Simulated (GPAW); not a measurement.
# BaTiO3 (R3m) in GPAW: a series of runs, part 2 of 2

GPAW 26.7.0. The steps go on from the part before.

### Step 6. Band structure, PBEsol+U

run.py

```python
from ase import Atoms
from ase.dft.bandgap import bandgap
from ase.io import write
from ase.units import GPa
from gpaw import GPAW, PW, setup_paths

setup_paths.insert(0, '.')

atoms = Atoms(['Ba', 'Ti', 'O', 'O', 'O'],
              cell=[[2.8273666084, 1.6323808724, 2.3183934932],
                    [-2.8273666084, 1.6323808724, 2.3183934932],
                    [0.0, -3.2647617449, 2.3183934932]],
              scaled_positions=[[0.0, 0.0, 0.0],
                                [0.4845, 0.4845, 0.4845],
                                [0.5086, 0.0175, 0.5086],
                                [0.0175, 0.5086, 0.5086],
                                [0.5086, 0.5086, 0.0175]],
              pbc=True)

calc = GPAW(mode=PW(800),
            xc='PBEsol',
            kpts={'size': (5, 5, 5), 'gamma': True},
            occupations={'name': 'fermi-dirac', 'width': 0.05},
            setups={'Ti': ':d,8.0'},
            nbands=36,
            convergence={'density': 1e-05, 'energy': 1e-05},
            maxiter=150,
            txt='gpaw.txt')
atoms.calc = calc
energy = atoms.get_potential_energy()
forces = atoms.get_forces()
stress = atoms.get_stress()
calc.write('gs.gpw')
write('result.traj', atoms)
print(f'Energy: {energy:.6f} eV')
print('Forces (eV/A):')
print(forces.round(4))
print('Stress (GPa):', (stress / GPa).round(3))
print('Fermi level:', round(calc.get_fermi_level(), 4), 'eV')
print(f'Gap: {bandgap(calc)[0]:.4f} eV, direct: {bandgap(calc, direct=True)[0]:.4f} eV')

path = atoms.cell.bandpath('GLB1,BZGX,QFP1Z,LP', npoints=60, eps=1e-4)
bs_calc = calc.fixed_density(kpts=path, symmetry='off', nbands=53,
                             convergence={'bands': 'CBM+6.0', 'eigenstates': 1e-6}, txt='bands.txt')
bs = bs_calc.band_structure()
bs.write('bs.json')
print(f'Gap on the path: {bandgap(bs_calc)[0]:.4f} eV')
```

Potentials or basis: PAW data sets generated in the run's folder for this functional, pw.

Command:

```bash
$ gpaw-setup -f PBEsol Ba O Ti
$ OMP_NUM_THREADS=1 python run.py
```

gpaw.txt:

```text
__  _  _
 | _ |_)|_||  |
 |__||  | ||/\| - 26.7.0

Input parameters:
  mode=PW(ecut=800.0),
  convergence={'density': 1e-05, 'energy': 1e-05},
  kpts=MonkhorstPack(size=(5, 5, 5), gamma=True),
  maxiter=150,
  nbands=36,
  occupations=Occupations(name='fermi-dirac', width=0.05),
  setups={'Ti': ':d,8.0'},
  xc=XC(name='PBEsol')

Diagonalizing LCAO Hamiltonian
Converting LCAO to pw mode

           Ti
       O      O

           Ba

Atoms  # Å, Bohr magnetons
|   | symbol |         x |         y |        z |    initial magnetic moments |
|---|--------|-----------|-----------|----------|-----------------------------|
| 0 |     Ba |  0.000000 |  0.000000 | 0.000000 | ( 0.0000,  0.0000,  0.0000) |
| 1 |     Ti | -0.000000 | -0.000000 | 3.369785 | ( 0.0000,  0.0000,  0.0000) |
| 2 |      O |  1.388520 | -0.801662 | 2.398842 | ( 0.0000,  0.0000,  0.0000) |
| 3 |      O | -1.388520 | -0.801662 | 2.398842 | ( 0.0000,  0.0000,  0.0000) |
| 4 |      O |  0.000000 |  1.603324 | 2.398842 | ( 0.0000,  0.0000,  0.0000) |

Unit cell  # Å
| periodic |         x |         y |        z |  lengths |    angles |
|----------|-----------|-----------|----------|----------|-----------|
|      yes |  2.827367 |  1.632381 | 2.318393 | 4.004200 | 89.837000 |
|      yes | -2.827367 |  1.632381 | 2.318393 | 4.004200 | 89.837000 |
|      yes |  0.000000 | -3.264762 | 2.318393 | 4.004200 | 89.837000 |

Number of symmetries: 6
Symmetry operations  # r_c * U_cc + t_c -> r_c
|   | kind |            matrix            |
|---|------|------------------------------|
| 0 |  E   |  1, 0, 0,  0, 1, 0,  0, 0, 1 |
[... 169 lines left out ...]
|iter:   2| |  -41.123727 | -1.31 | -0.85 |
|iter:   3| |  -36.186541 | -0.75 | -0.92 |
|iter:   4| |  -36.157449 | -2.62 | -1.53 |
|iter:   5| |  -36.182756 | -3.20 | -1.75 |
|iter:   6| |  -36.184963 | -3.87 | -2.31 |
|iter:   7| |  -36.186930 | -4.31 | -2.76 |
|iter:   8| |  -36.187203 | -5.91 | -3.32 |
|iter:   9| |  -36.187247c| -6.62 | -3.83 |
|iter:  10| |  -36.187248c| -7.73c| -4.47 |
|iter:  11| |  -36.187248c| -8.16c| -5.06c|

Converged in 11 steps
Energy contributions relative to reference atoms: (reference = -250490.376484)

Energy contributions:
  Kinetic:          38.907918
  Coulomb:         -42.467781
  Zero:              1.002619
  External:          0.000000
  Xc:              -33.630005
  Entropy:          -0.000000
  Spinorbit:         0.000000
  ----------------------------
  Free energy:     -36.187248
  Extrapolated:    -36.187248

dipole moment: (-0.000000, 0.000000, -58.843097)  # |e|*Ang

Fermi level: 9.644
Eigenvalues  # (at kpt = [0.000, 0.000, 0.000])
| band index |      eig [eV] | occ [0-2] |
|------------|---------------|-----------|
|          0 |       -50.853 |     2.000 |
|        ... |               |           |
|         12 |         5.258 |     2.000 |
|         13 |         5.258 |     2.000 |
|         14 |         6.451 |     2.000 |
|         15 |         6.451 |     2.000 |
|         16 |         6.635 |     2.000 |
|         17 |         7.294 |     2.000 |
[... 8 lines left out ...]
|         26 |        12.674 |     0.000 |
|         27 |        14.797 |     0.000 |
|        ... |               |           |
|         35 |        26.711 |     0.000 |

Gap: 3.582 eV
Transition (v -> c):
  (s=0, k=18, n=19, [0.40, 0.40, 0.40]) -> (s=0, k=0, n=20, [0.00, 0.00, 0.00])
Direct/indirect transitions are different
Direct gap: 3.872 eV
Transition at: (s=0, k=0, n=19, [0.00, 0.00, 0.00])

Forces  # eV/Ang
|        x |        y |        z |
|----------|----------|----------|
|  0.00000 |  0.00000 | -0.17184 |  # Ba   0
|  0.00000 | -0.00000 |  1.99426 |  # Ti   1
|  0.77404 | -0.44689 | -0.60741 |  # O    2
| -0.77404 | -0.44689 | -0.60741 |  # O    3
|  0.00000 |  0.89378 | -0.60741 |  # O    4

Stress tensor  # eV/Ang^3
|         x |         y |         z |
|-----------|-----------|-----------|
| -0.032866 |  0.000000 |  0.000000 |
|  0.000000 | -0.032866 | -0.000000 |
|  0.000000 | -0.000000 | -0.025344 |

# Writing to gs.gpw (mode='')
```

Wall time 2.3 min (1 thread of Arm Neoverse V2, shared host); peak memory 0.49 GiB.

What came out:

- Free energy: -36.1872 eV
- Pressure: 4.9 GPa
- Largest force: 1.994 eV/Å
- Band gap on the k mesh: 3.58 eV, indirect (least direct gap 3.87 eV)
- Band gap along the path: 3.46 eV, indirect (least direct gap 3.84 eV)

Forces on the atoms (eV/Å):
```
Ba   0.000  0.000 -0.172
Ti   0.000  0.000  1.994
O    0.774 -0.447 -0.607
O   -0.774 -0.447 -0.607
O    0.000  0.894 -0.607
```

Levels at the corners of the path, in eV from the valence-band top:
| point | band 17 | band 18 | band 19 | band 20 | band 21 | band 22 | band 23 | band 24 |
| --- | --- | --- | --- | --- | --- | --- | --- | --- |
| Γ | -1.12 | -0.46 | -0.41 | -0.41 | 3.46 | 3.46 | 3.55 | 4.87 |
| L | -1.63 | -1.59 | -1.01 | -0.94 | 3.76 | 4.83 | 5.10 | 5.20 |
| B1 | -2.21 | -0.02 | -0.02 | 0.00 | 5.73 | 5.90 | 5.90 | 6.45 |
| B | -2.21 | -0.02 | -0.02 | 0.00 | 5.73 | 5.90 | 5.90 | 6.45 |
| Z | -2.21 | -0.02 | -0.02 | 0.00 | 5.73 | 5.90 | 5.90 | 6.45 |
| Γ | -1.12 | -0.46 | -0.41 | -0.41 | 3.46 | 3.46 | 3.55 | 4.87 |
| X | -1.96 | -0.93 | -0.88 | -0.09 | 5.19 | 5.20 | 5.33 | 5.60 |
| Q | -1.96 | -0.93 | -0.88 | -0.09 | 5.19 | 5.20 | 5.33 | 5.60 |
| F | -1.96 | -0.93 | -0.88 | -0.09 | 5.19 | 5.20 | 5.33 | 5.60 |
| P1 | -2.21 | -0.02 | -0.02 | 0.00 | 5.73 | 5.90 | 5.90 | 6.45 |
| Z | -2.21 | -0.02 | -0.02 | 0.00 | 5.73 | 5.90 | 5.90 | 6.45 |
| L | -1.63 | -1.59 | -1.01 | -0.94 | 3.76 | 4.83 | 5.10 | 5.20 |
| P | -2.21 | -0.02 | -0.02 | 0.00 | 5.73 | 5.90 | 5.90 | 6.45 |

Caveat: spin-orbit coupling is left out, which moves the levels of the heavy elements; the mesh misses the band edges, which the band path finds closer together; forces of over 1 eV/Å show positions far from the minimum, so gaps and moduli don't describe the material at rest.

### Step 7. The runs side by side

| U | gap on the mesh (eV) | pressure (GPa) | largest force (eV/Å) |
| --- | --- | --- | --- |
| Ti d U = 2 eV | 2.72 | 1.3 | 0.62 |
| Ti d U = 3 eV | 2.84 | 1.9 | 0.84 |
| Ti d U = 4 eV | 2.98 | 2.4 | 1.07 |
| Ti d U = 6 eV | 3.27 | 3.6 | 1.52 |
| Ti d U = 8 eV | 3.58 | 4.9 | 1.99 |

Alike in all rows: task band structure; level PBEsol+U; potentials or basis PAW data sets generated in the run's folder for this functional, pw; no spin polarisation; cell as given; k mesh 5 × 5 × 5; cutoff (eV) 800; smearing fermi-dirac 0.05 eV.

On the cell as given the gap runs from 2.60 eV (PBEsol+U) to 3.46 eV (PBEsol+U).

Caveats: spin-orbit coupling is left out, which moves the levels of the heavy elements; the mesh misses the band edges, which the band path finds closer together; forces of over 1 eV/Å show positions far from the minimum, so gaps and moduli don't describe the material at rest (some runs).

Total energies depend on the potentials used, so only differences within one code and one set of settings carry meaning.
